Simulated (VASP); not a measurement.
Write the native input for VASP 6.6.1 that does the following.

| Quantity | Value |
| --- | --- |
| Task | single point |
| Functional | HSE06 |
| Potentials or basis | VASP PAW PBE potentials, release 64 (W_sv, S) |
| Cutoff | 450 eV |
| k mesh | 3 × 3 × 2 |
| Occupations | gaussian, width 0.05 eV |
| Spin | collinear spin, antiferromagnetic start |
| Starting moments | [0.5, -0.5, 0.0, 0.0, 0.0, 0.0] μB |
| Grid for exact exchange (PRECFOCK) | Fast |
| Screening parameter | 0.2 1/A |
| Further INCAR settings | ALGO = Normal; EDIFF = 1e-06 |

The system is WS2.

```
W S
1.0
     1.57900    0.91164    6.16333
    -1.57900    0.91164    6.16333
     0.00000   -3.64654   12.32666
W S
2 4
Direct
  0.00000 0.00000 0.00000
  0.00000 0.00000 0.50000
  0.75030 0.75030 0.37515
  0.58100 0.58100 0.29050
  0.75030 0.75030 0.87515
  0.58100 0.58100 0.79050
```

Measurements of this composition are mostly on another form, of space group No. 194.

One way to write it, as run:

POSCAR

```
WS2
1.0
    1.5790001700      0.9116361700      6.1633291500
   -1.5790001700      0.9116361700      6.1633291500
    0.0000000000     -3.6465446800     12.3266583000
W S
2 4
Direct
    0.0000000000      0.0000000000      0.0000000000
    0.0000000000      0.0000000000      0.5000000000
    0.7503000000      0.7503000000      0.3751500000
    0.5810000000      0.5810000000      0.2905000000
    0.7503000000      0.7503000000      0.8751500000
    0.5810000000      0.5810000000      0.7905000000
```

INCAR.step1

```
ALGO     = Normal         # electronic algorithm
EDIFF    = 1E-5           # SCF threshold, eV
ENCUT    = 450            # plane-wave cutoff, eV
GGA      = PE             # functional
ISIF     = 2              # what is computed and relaxed
ISMEAR   = 0              # smearing method
ISPIN    = 2              # spin polarisation
LASPH    = T              # aspherical terms in the spheres
LCHARG   = F              # write CHGCAR
LMAXMIX  = 4              # l up to which the mixer works
LORBIT   = 11             # projections on sites
LREAL    = F              # projectors in reciprocal space
LWAVE    = T              # write WAVECAR
MAGMOM   = 0.5 -0.5 0 0 0 0 # initial moments
NELM     = 60             # most SCF steps
PREC     = Accurate       # precision mode
SIGMA    = 0.05           # smearing width, eV
```

INCAR.step2

```
ALGO     = Normal         # electronic algorithm
EDIFF    = 1E-6           # SCF threshold, eV
ENCUT    = 450            # plane-wave cutoff, eV
GGA      = PE             # functional
HFSCREEN = 0.2            # screening, 1/A
ISIF     = 2              # what is computed and relaxed
ISMEAR   = 0              # smearing method
ISPIN    = 2              # spin polarisation
ISTART   = 1            
LASPH    = T              # aspherical terms in the spheres
LCHARG   = F              # write CHGCAR
LHFCALC  = T              # exact exchange
LMAXMIX  = 4              # l up to which the mixer works
LORBIT   = 11             # projections on sites
LREAL    = F              # projectors in reciprocal space
LWAVE    = F              # write WAVECAR
MAGMOM   = 0.5 -0.5 0 0 0 0 # initial moments
NELM     = 60             # most SCF steps
PREC     = Accurate       # precision mode
PRECFOCK = Fast         
SIGMA    = 0.05           # smearing width, eV
```

KPOINTS

```
k-points
0
Gamma
  3 3 2
```

Potentials or basis: VASP PAW PBE potentials, release 64 (W_sv, S).

The run is started by

```console
$ cat potpaw_PBE.64/W_sv/POTCAR potpaw_PBE.64/S/POTCAR > POTCAR
$ cp INCAR.step1 INCAR
$ mpirun -np 1 vasp_std > vasp.out
$ cp INCAR.step2 INCAR
$ mpirun -np 1 vasp_std > vasp.out
```

It gave:

The pressure is -0.6 GPa and the largest force is 0.754 eV/Å. The band gap on the k mesh is 2.18 eV. The net moment is 0.00 μB per cell. The valence electrons inside the program's atomic spheres are W 12.02; S 3.74, 3.73.

Caveat: the k mesh is coarse (spacing up to 0.77 Å⁻¹), so the values aren't converged, least of all with exact exchange; the PAW data sets were made with another functional, which shifts forces and pressure a little; spin-orbit coupling is left out, which moves the levels of the heavy elements; an odd mesh through Γ misses points on the zone boundary, where band edges often lie.

It took 36 min on 1 thread of Intel(R) Xeon(R) Platinum 8488C (Sapphire Rapids) (shared host), peak memory 0.73 GiB.
